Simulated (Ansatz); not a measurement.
Non-collinear states of O (C2/m)

Geometry: a structure from the Materials Project, repeated to hold the magnetic orders; nothing is relaxed.

Settings: PBE, 6×8×5 k mesh, Fermi–Dirac smearing of 0.05 eV. PAW means Ansatz 0.2.0 on its default frozen-core files. Site moments are integrated in spheres about the atoms.

Input of the first run:

```yaml
crystal:
  lattice:
    - [-2.3944914034, 0.0, 3.6470501824]
    - [0.0, -3.32483188, 0.0]
    - [3.3083143032, 0.0, 3.6470501824]
  atoms:
    - { symbol: O, position: [0.13012019, 0.0, 0.02545383], spin: 0.6, spin_axis: [0.0, 0.0, 1.0] }
    - { symbol: O, position: [0.63012019, 0.5, 0.52545383], spin: 0.6, spin_axis: [0.0, 0.0, 1.0] }
    - { symbol: O, position: [0.86987981, 0.0, 0.97454617], spin: 0.6, spin_axis: [0.0, 0.0, 1.0] }
    - { symbol: O, position: [0.36987981, 0.5, 0.47454617], spin: 0.6, spin_axis: [0.0, 0.0, 1.0] }
magnetization:
  noncollinear: true
kpoints:
  mp_grid: { grid: [6, 8, 5] }
scf:
  occupations: { method: fermi_dirac, width: 0.05 }
  lower_state_search: "off"
hamiltonian:
  xc: pbe
  pseudopotentials: { kind: paw }
output:
  eigenvalues: false
```

Command: `ansatz run input.yaml --threads 2 --pin off --max-ram 6144MiB --backend cpu --events-out ev --progress --plain --runs-dir out`

The input for «O2 and O4 tilted by 150° from z and held» by PAW differs from it in these lines, output keys apart:

```diff
-    - { symbol: O, position: [0.63012019, 0.5, 0.52545383], spin: 0.6, spin_axis: [0.0, 0.0, 1.0] }
+    - { symbol: O, position: [0.63012019, 0.5, 0.52545383], spin: 0.6, spin_axis: [0.5, 0.0, -0.8660254] }
-    - { symbol: O, position: [0.36987981, 0.5, 0.47454617], spin: 0.6, spin_axis: [0.0, 0.0, 1.0] }
+    - { symbol: O, position: [0.36987981, 0.5, 0.47454617], spin: 0.6, spin_axis: [0.5, 0.0, -0.8660254] }
+  spin_locking: { lock_directions: true }
+  max_iter: 150
```

The runs use spinors without spin–orbit coupling. In the held states a penalty keeps the direction of every atom that starts with a moment, the untilted ones along z, with sizes free, and the energy is taken at the target. Energies count from the run that starts parallel.

```json
{"state": "parallel moments on spinors", "ΔF PAW (meV/atom)": "0.0", "largest moment, PAW (μB)": "0.56", "size of M, PAW (μB/cell)": "4.00", "directions kept": "yes"}
{"state": "O2 and O4 tilted by 30° from z and held", "ΔF PAW (meV/atom)": "-0.5", "largest moment, PAW (μB)": "0.56", "size of M, PAW (μB/cell)": "?", "directions kept": "yes"}
{"state": "O2 and O4 tilted by 60° from z and held", "ΔF PAW (meV/atom)": "?", "largest moment, PAW (μB)": "0.56", "size of M, PAW (μB/cell)": "3.43", "directions kept": "yes"}
{"state": "O2 and O4 tilted by 90° from z and held", "ΔF PAW (meV/atom)": "-3.3", "largest moment, PAW (μB)": "0.56", "size of M, PAW (μB/cell)": "2.78", "directions kept": "yes"}
{"state": "O2 and O4 tilted by 120° from z and held", "ΔF PAW (meV/atom)": "-4.9", "largest moment, PAW (μB)": "0.56", "size of M, PAW (μB/cell)": "1.95", "directions kept": "yes"}
{"state": "O2 and O4 tilted by 150° from z and held", "ΔF PAW (meV/atom)": "-6.1", "largest moment, PAW (μB)": "0.55", "size of M, PAW (μB/cell)": "1.00", "directions kept": "yes"}
{"state": "start O1↑ O2↓ O3↑ O4↓ on spinors", "ΔF PAW (meV/atom)": "-6.5", "largest moment, PAW (μB)": "0.55", "size of M, PAW (μB/cell)": "0.00", "directions kept": "yes"}
```

**Question.** Give the missing entry: row "O2 and O4 tilted by 30° from z and held", column "size of M, PAW (μB/cell)".

**Answer.** 3.85.

**Question.** What belongs in the row "O2 and O4 tilted by 60° from z and held", column "ΔF PAW (meV/atom)"?

**Answer.** -1.7.

**Question.** Fit ΔF(θ) = A(1 − cos θ) + B sin²θ to the PAW points, the reversed state at 180° included. How well does a Heisenberg model do?

**Answer.** A = -3.2 and B = -0.1 meV/atom, with a worst miss of 0.0 meV/atom. B is small beside A, so bilinear exchange describes the turn well.

For the state «O2 and O4 tilted by 150° from z and held», by PAW: Site moments (μB): O1 (0.00, 0.00, 0.55); O2 (0.27, 0.00, -0.48); O3 (0.00, 0.00, 0.55); O4 (0.27, 0.00, -0.48). Cell moment 1.00 μB.

The Ansatz runs typed with the search for lower states off end where their start leads. These are results for the start and cell typed. The real compound can order otherwise, in a larger cell, or not at all, since semilocal functionals at zero temperature often overstate magnetism.
